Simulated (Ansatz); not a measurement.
Crystal: Bi2Se3 (Paraguanajuatite).

```
Bi Se
1.0
     2.07150    1.19598    9.54533
    -2.07150    1.19598    9.54533
     0.00000   -2.39196    9.54533
Bi Se
2 3
Direct
  0.59920 0.59920 0.59920
  0.40080 0.40080 0.40080
  0.78830 0.78830 0.78830
  0.21170 0.21170 0.21170
  0.00000 0.00000 0.00000
```

```yaml
Program: Ansatz 0.2.0
Task: relaxation of cell and atoms
Functional: r2SCAN
Dispersion: D3(BJ)
Potentials_or_basis: Ansatz PAW
Cutoff: "500 eV (not typed: the program's choice for these potentials)"
k_mesh: 8 × 8 × 8
Occupations: fermi-dirac, width 0.05 eV
Spin: no spin polarisation
```

At the start: volume 28.38 Å³/atom.

Task: How do energy, volume and symmetry change on relaxing?

Result: It ends after 6 steps and the volume is 29.01 Å³/atom (+2.2 %); space group R-3m (No. 166, to 0.05 Å).

The path:
| step | energy change (eV) | largest force (eV/Å) | volume (Å³) |
| --- | --- | --- | --- |
| 1 | 0.0000 | 0.0813 | 141.89 |
| 2 | -0.0075 | 0.0676 | 144.55 |
| 3 | -0.0103 | 0.0149 | 144.74 |
| 4 | -0.0106 | 0.0427 | 144.83 |
| 5 | -0.0109 | 0.0022 | 145.03 |
| 6 | -0.0112 | 0.0021 | 145.03 |

Final structure:
```
Bi Se
1.0
     2.07150    1.19598    9.75651
    -2.07150    1.19598    9.75651
     0.00000   -2.39196    9.75651
Bi Se
2 3
Direct
  0.60064 0.60064 0.60064
  0.39936 0.39936 0.39936
  0.78566 0.78566 0.78566
  0.21434 0.21434 0.21434
  0.00000 0.00000 0.00000
```

Caveat: the plane-wave basis is chosen anew once the cell has moved, so the energies of steps on either side of that aren't comparable; the PAW data sets come from PBE, with cores solved anew for the run's functional, which leaves a small shift of forces and pressure; the dispersion damping was fitted for another functional or another form of the correction.
